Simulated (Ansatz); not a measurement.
# HfC (Fm-3m) in Ansatz: relaxation of cell and atoms with RPBE+D3(BJ)

Aim: the relaxation of cell and atoms of HfC with RPBE+D3(BJ).

Everything below comes from runs of Ansatz 0.2.0. Logs are shortened: lines on timing, memory, paths and dates and some standing lists are left out, and cuts for length are marked.

### 1 Starting point

Symmetry: Fm-3m, No. 225, cubic system. The conventional cell has a = 4.650 Å, b = 4.650 Å, c = 4.650 Å, α = 90.00°, β = 90.00°, γ = 90.00°. Hf (site symmetry m-3m) has 6 C at 2.33 Å as nearest neighbours. C (site symmetry m-3m) has 6 Hf at 2.33 Å as nearest neighbours.

### 2 Relaxation of cell and atoms, RPBE+D3(BJ)

File input.yaml:

```yaml
crystal:
  lattice:
    - [0.0, 2.325, 2.325]
    - [2.325, 0.0, 2.325]
    - [2.325, 2.325, 0.0]
  atoms:
    - { symbol: Hf, position: [0.5, 0.5, 0.5] }
    - { symbol: C, position: [0.0, 0.0, 0.0] }
kpoints:
  mp_grid: { grid: [10, 10, 10] }
scf:
  occupations: { method: fermi_dirac, width: 0.05 }
hamiltonian:
  xc: rpbe
  dispersion: d3bj
  pseudopotentials: { kind: all_electron, lapw: { basis_error: 0.001 } }
output:
  forces: true
  stress: true
relax:
  f_tol: 0.01
  max_steps: 60
  cell: {}
```

Potentials or basis: all-electron LAPW, scalar-relativistic.

The run is started by

```console
ansatz run input.yaml --threads 1 --pin off --max-ram 3072MiB --backend cpu --events-out ev --progress --plain --runs-dir out
```

The program printed:

```text
Warning: RAYON_NUM_THREADS=1 ignored (pool sized by the plan → 1); use --threads N
The last accepted step is kept in <dir> (removed where the run ends without a failure and the disk answers)
LAPW: plane waves up to 9.216 Å⁻¹, error target 1.0e-3 eV per atom; small_component_spin mean_spin; C in spheres of 0.921 Å, 6 of its electrons in bands, Dirac shells []; Hf in spheres of 1.334 Å, 42 of its electrons in bands, Dirac shells [] (how accurate: hamiltonian.pseudopotentials.lapw.basis_error, Limitations)
Engine: ansatz 0.2.0, x86_64-unknown-linux-gnu
Pseudopotentials: kind: all_electron
Pseudopotential: Hf, LAPW, valence charge 42, lapw/all_electron/scalar/gaussian/Hf, Koelling and Harmon's equation, gaussian nucleus
Pseudopotential: C, LAPW, valence charge 6, lapw/all_electron/scalar/gaussian/C, Koelling and Harmon's equation, gaussian nucleus
Functional definition: RPBE
  parameter kappa = 0.804
  parameter beta = 0.06672455060314922
  exchange = rpbe_x(kappa = kappa, mu = beta*pi^2/3)
  correlation = pbe_c(beta = beta)
Crystal: 2 atoms, lattice volume = 25.136 Å³
Basis set: ecut = 323.585910995607 eV, 331 PW (Γ), exchange–correlation at level 2
Bands: 29, of which v1, the nominal top of the filled ones, is band 24 counted from 1 (23 counted from 0)
Symmetry: 48 space group operations
Space group: Fm-3m (ITA 225), of the structure as read, at distance tolerance 2.9e-5 Å
k-points: 47 of 1000
Non-local potential: Hf, projectors of the file, none
Non-local potential: C, projectors of the file, none
Initial density: superposition of atomic densities (chi_scale 0.1, normalization cell, long waves kept (reshape's long-wave potential 0.00 eV rms))
Initial wavefunctions: plane waves of lowest kinetic energy (no species holds an atomic orbital)
Functional: x = rpbe, c = pbe(β = 0.06672455060314922)
iter 1 solved again at ethr=1.29e-2 eV; its pass at ethr=1.00e-1 eV (dr2=6.17e0 eV) is discarded
SCF iter   1: F=—  HF=-411309.155766 eV  |F-HF|=—  |Δ(HF+E_count)|=         —  Δρ=1.31e-1  dr2=6.17e0  ethr=1.29e-2  ⟨swp⟩=2.0  Hψ=8237  notcnv=0
preconditioner: auto → none  [insulator: Δε(μ)=0.346 eV  Ē_g=18.139 eV  σ=0.050 eV  W_gap=0.63  n_scr=14 (ndim 8)  ℏωp=39.2 eV  f_vac=0.000  D(μ)=0.16/eV (n_scr^D=0)  ε∞_Penn≈5.7]
SCF iter   2: F=—  HF=-411308.173220 eV  |F-HF|=—  |Δ(HF+E_count)|=   9.83e-1  Δρ=8.15e-2  dr2=2.10e0  ethr=1.29e-2  ⟨swp⟩=3.0  Hψ=4189  notcnv=0
iter 3 solved again at ethr=5.39e-5 eV; its pass at ethr=4.37e-3 eV (dr2=2.59e-2 eV) is discarded
SCF iter   3: F=—  HF=-411307.187967 eV  |F-HF|=—  |Δ(HF+E_count)|=   9.85e-1  Δρ=1.27e-2  dr2=2.59e-2  ethr=5.39e-5  ⟨swp⟩=2.0  Hψ=7179  notcnv=0
SCF iter   4: F=—  HF=-411307.187956 eV  |F-HF|=—  |Δ(HF+E_count)|=         —  Δρ=5.65e-3  dr2=5.65e-3  ethr=5.39e-5  ⟨swp⟩=2.0  Hψ=3998  notcnv=0
the basis was enlarged: its passes take 206.0 KiB over the memory plan, 1 of 1 planned eigensolver slots
SCF iter   5: F=—  HF=-411307.188734 eV  |F-HF|=—  |Δ(HF+E_count)|=   7.78e-4  Δρ=1.14e-3  dr2=2.01e-4  ethr=1.18e-5  ⟨swp⟩=2.0  Hψ=3996  notcnv=0
SCF iter   6: F=—  HF=-411307.188381 eV  |F-HF|=—  |Δ(HF+E_count)|=   3.53e-4  Δρ=3.62e-4  dr2=2.73e-5  ethr=4.19e-7  ⟨swp⟩=3.0  Hψ=4107  notcnv=0
SCF iter   7: F=—  HF=-411307.188315 eV  |F-HF|=—  |Δ(HF+E_count)|=   6.60e-5  Δρ=2.94e-5  dr2=2.08e-7  ethr=5.68e-8  ⟨swp⟩=3.0  Hψ=4142  notcnv=0
[... 46 lines left out ...]
iter 1 solved again at ethr=1.07e-10 eV; its pass at ethr=1.00e-1 eV (dr2=5.11e-8 eV) is discarded
SCF iter   1: F=—  HF=-411307.431867 eV  |F-HF|=—  |Δ(HF+E_count)|=         —  Δρ=1.47e-5  dr2=3.89e-8  ethr=1.07e-10  ⟨swp⟩=4.9  Hψ=7348  notcnv=0
preconditioner: auto → Kerker (q_TF=auto, 3.095 Å⁻¹)  [metal: Δε(μ)=0.075 eV  Ē_g=19.431 eV  σ=0.050 eV  W_gap=0.35  n_scr=14 (ndim 8)  ℏωp=41.4 eV  f_vac=0.000  D(μ)=0.28/eV (n_scr^D=0)]
SCF iter   2: F=-411307.431867 eV  HF=-411307.431867 eV  |F-HF|=1.19e-8  |Δ(HF+E_count)|=   3.66e-7  Δρ=9.51e-6  dr2=1.98e-8  ethr=8.10e-11  ⟨swp⟩=3.0  Hψ=4071  notcnv=0
SCF 5 converged in 2 iterations: F = -411307.431867 eV  dr2 = 1.98e-8
relax step   5: F+E_penalty+E_count = -411307.43186687 eV  Δ(F+E_penalty+E_count) = -2.379e-6 eV  max|allowed force component| = 5.128e-30 eV/Å  Δτ_max = 0.0000 Å  P = +0.001 GPa  Ω = 22.506 Å³  (2 SCF iters, accepted)
iter 1 solved again at ethr=3.65e-11 eV; its pass at ethr=1.00e-1 eV (dr2=1.75e-8 eV) is discarded
SCF iter   1: F=—  HF=-411307.431868 eV  |F-HF|=—  |Δ(HF+E_count)|=         —  Δρ=9.35e-6  dr2=1.76e-8  ethr=3.65e-11  ⟨swp⟩=3.1  Hψ=6456  notcnv=0
SCF iter   2: F=-411307.431868 eV  HF=-411307.431868 eV  |F-HF|=2.79e-9  |Δ(HF+E_count)|=   3.93e-7  Δρ=6.21e-6  dr2=8.56e-9  ethr=3.65e-11  ⟨swp⟩=2.7  Hψ=3996  notcnv=0
SCF 6 converged in 2 iterations: F = -411307.431868 eV  dr2 = 8.56e-9
relax step   6: F+E_penalty+E_count = -411307.43186827 eV  Δ(F+E_penalty+E_count) = -1.400e-6 eV  max|allowed force component| = 7.231e-30 eV/Å  Δτ_max = 0.0000 Å  P = +0.001 GPa  Ω = 22.506 Å³  stress off target by 9.75e-4 GPa  SCF on the basis re-selected at this cell (its energy is not comparable with the rows above)  (2 SCF iters)
basis re-selected at this cell: Δ(F+E_penalty+E_count) = -1.400e-6 eV, ΔP = -0.000 GPa vs the last step (what re-selecting the basis moved, after the strain that the cell walked since its last selection, with what the two solves' SCF thresholds leave and, on support functions, any second-order correction that the steps lacked; it is no measure of the basis error at this ecutwfc). This SCF's stress stands 9.75e-4 GPa from its target on what of the cell is left free (relax.cell.stress_tol is 5.00e-2 GPa) and its largest allowed force component is 7.23e-30 eV/Å (relax.f_tol is 1.00e-2 eV/Å): within both
SCF converged after 2 iterations
Free energy (F): -411307.431868 eV
Harris-Foulkes:  -411307.431868 eV  (|F-HF|=2.79e-9)
Internal energy: -411307.429450 eV  (E = F + TS)
E sigma→0 (E₀):  -411307.430659 eV
Entropy (-TS):   -0.002418 eV (-1.209 meV/atom)
Fermi energy:    23.212903 eV
--- Per-component energies (eV) ---
  E_band       = -4137.058447
  E_kinetic    = 457550.843233
  E_xc         = -8580.065802
  E_electrostatic = -860273.053367  (all electrons and nuclei)
  E_disp       = -5.153514  (pairwise vdW)
  E_smearing   = -0.002418  (= −TS)
  E_closure    = 0.000000  (closes the sum)
  E_atoms      = -411285.102839  (free atoms, spherical and without spin; not in F)
  Σ components = -411307.431868   (vs F -411307.431868, Δ=0.00e0)
  Basis errors (estimates in eV, not in F): energy 4.0e-4 per atom: plane waves 3.7e-4 (2.1e-4 summed), levels above the bands 8.3e-35, relativity 7.2e-8, radial functions 3.2e-5, core shells 7.3e-7; eigenvalues (radial functions only) 2.7e-6; not estimated: angular momenta, meshes, grids; target (lapw.basis_error) 1.0e-3; muffin-tin radii C 0.888 Å, Hf 1.286 Å
--- Forces (eV/Å), atoms counted from 1 ---
  atom   1  Hf     0.00000000     0.00000000     0.00000000
  atom   2  C     -0.00000000     0.00000000     0.00000000
  max |Σ_I F_I| component: 9.07e-30 eV/Å
--- Stress (GPa, compression-positive) ---
        0.000975      -0.000000      -0.000000
       -0.000000       0.000975      -0.000000
       -0.000000      -0.000000       0.000975
  P = ⅓ Tr σ = 0.0010 GPa (0.010 kbar)
--- Relaxed structure (5 steps of the walk, 5 accepted, 1 SCFs on fresh bases) ---
  F+E_penalty+E_count = -411307.43186827 eV   max|allowed force component| = 7.231e-30 eV/Å   (the final SCF, on the basis selected at the relaxed cell)
  cell:  # Å, volume = 22.5063 Å³
    - [-8.0670089255179e-34, 2.2409106650923247, 2.2409106650923247]
    - [2.2409106650923247, -1.8852876521713683e-33, 2.2409106650923247]
    - [2.2409106650923247, 2.2409106650923247, -5.009785705780547e-34]
  atoms:
    - { symbol: Hf, position: [0.49999999999999994, 0.49999999999999994, 0.49999999999999994] }
    - { symbol: C, position: [1.639456493877953e-35, -8.628718388830867e-36, -2.416041148872805e-35] }
```

It took 34 s on 1 thread of Intel Xeon Platinum 8375C at 2.90GHz (Ice Lake), shared host; peak memory 0.39 GiB.

What came out:

```
Free energy                            : -411307.4319 eV
Relaxed volume                         : 11.25 Å³/atom
Relaxed cell                           : a = 3.169 Å, b = 3.169 Å, c = 3.169 Å, α = 60.00°, β = 60.00°, γ = 60.00°
Space group after relaxing (to 0.05 Å) : Fm-3m (No. 225)
Energy gained by relaxing              : 121.8 meV/atom
Ionic steps                            : 6
Pressure after relaxing                : 0.0 GPa
```

Step by step:
| step | energy change (eV) | largest force (eV/Å) | volume (Å³) |
| --- | --- | --- | --- |
| 1 | 0.0000 | 0.0000 | 25.14 |
| 2 | -0.2097 | 0.0000 | 21.64 |
| 3 | -0.2427 | 0.0000 | 22.65 |
| 4 | -0.2435 | 0.0000 | 22.51 |
| 5 | -0.2436 | 0.0000 | 22.51 |
| 6 | -0.2436 | 0.0000 | 22.51 |

Final structure:
```
CELL_PARAMETERS angstrom
0.00000 2.24091 2.24091
2.24091 0.00000 2.24091
2.24091 2.24091 0.00000
ATOMIC_POSITIONS crystal
Hf 0.50000 0.50000 0.50000
C 0.00000 0.00000 0.00000
```

Caveat: the volume moved by -10 % from the deposited cell, more than functionals usually miss. The run has no spin-orbit coupling, so splittings on Hf are missing.
